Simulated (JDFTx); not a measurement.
Ti:

```
CELL_PARAMETERS angstrom
-1.64100 1.64100 1.64100
1.64100 -1.64100 1.64100
1.64100 1.64100 -1.64100
ATOMIC_POSITIONS crystal
Ti 0.00000 0.00000 0.00000
```

This isn't the form of Ti at room conditions, which is hcp.

Base run:

* Program: JDFTx 1.7.0 (patched build)
* Functional: BLYP
* Potentials or basis: PseudoDojo-SR-PBE-0.5-standard with smoothed tails
* Cutoff: 1143 eV
* Density cutoff: 4572 eV
* k mesh: 11 × 11 × 11
* Occupations: fermi-dirac, width 0.05 eV
* Spin: no spin polarisation

Its results: band gap on the k mesh none (metal or under the smearing width); pressure -0.1 GPa.

Question: After a change of settings the same cell gave: band gap on the k mesh none (metal or under the smearing width); pressure 0.7 GPa. Which change was it?
A. functional from BLYP to revPBE
B. functional from BLYP to RPBE
C. functional from BLYP to PBEsol; potentials or basis from PseudoDojo-SR-PBE-0.5-standard with smoothed tails to PseudoDojo-SR-PBEsol-0.4.1-standard with smoothed tails

Answer: B.

Caveats: the potentials were made for another functional, which shifts forces and pressure.

Runs at the PBE level aren't shown here.
